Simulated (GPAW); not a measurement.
**TePt in GPAW: convergence with grid spacing (A)**

The system is TePt.

```
CELL_PARAMETERS angstrom
3.55919 0.00000 0.00000
0.00000 3.55919 0.00000
0.00000 0.00000 3.55919
ATOMIC_POSITIONS crystal
Pt 0.00000 0.00000 0.00000
Te 0.50000 0.50000 0.50000
```

Measurements of this composition are mostly on another form, of space group No. 166.

| Quantity | Value |
| --- | --- |
| Program | GPAW 26.7.0 |
| Task | convergence study |
| Functional | LDA |
| Potentials or basis | the program's PAW data sets (release 1.2.1) made for this functional |
| Basis | fd |
| Grid spacing | 0.26 Å |
| k mesh | 8 × 8 × 8 |
| Occupations | fermi-dirac, width 0.05 eV |
| Spin | no spin polarisation |

These are the settings of the first run; the series varies grid spacing (A), with any setting tied to it.

Hardware: 1 thread of Arm Neoverse V1, on a shared host.

Q: The values tried are 0.26, 0.23, 0.2, 0.18, 0.16, 0.14, 0.12, loosest first. From which on does the energy stay within 1 meV/atom of the tightest run that finished?

A: From 0.16 on.

| grid spacing (A) | energy less the tightest run, at zero smearing (meV/atom) | SCF cycles | CPU time (s) | peak memory (GiB) |
| --- | --- | --- | --- | --- |
| 0.26 | -57.52 | 13 | 20 | 0.16 |
| 0.23 | -13.51 | 13 | 38 | 0.22 |
| 0.2 | -13.51 | 13 | 39 | 0.22 |
| 0.18 | -2.92 | 13 | 69 | 0.33 |
| 0.16 | -0.59 | 14 | 120 | 0.48 |
| 0.14 | -0.59 | 14 | 120 | 0.48 |
| 0.12 | 0.00 | 15 | 200 | 0.7 |

The tightest run that finished is the yardstick and may itself not be fully converged.

 The run has no spin-orbit coupling, so splittings on Pt, Te are missing.
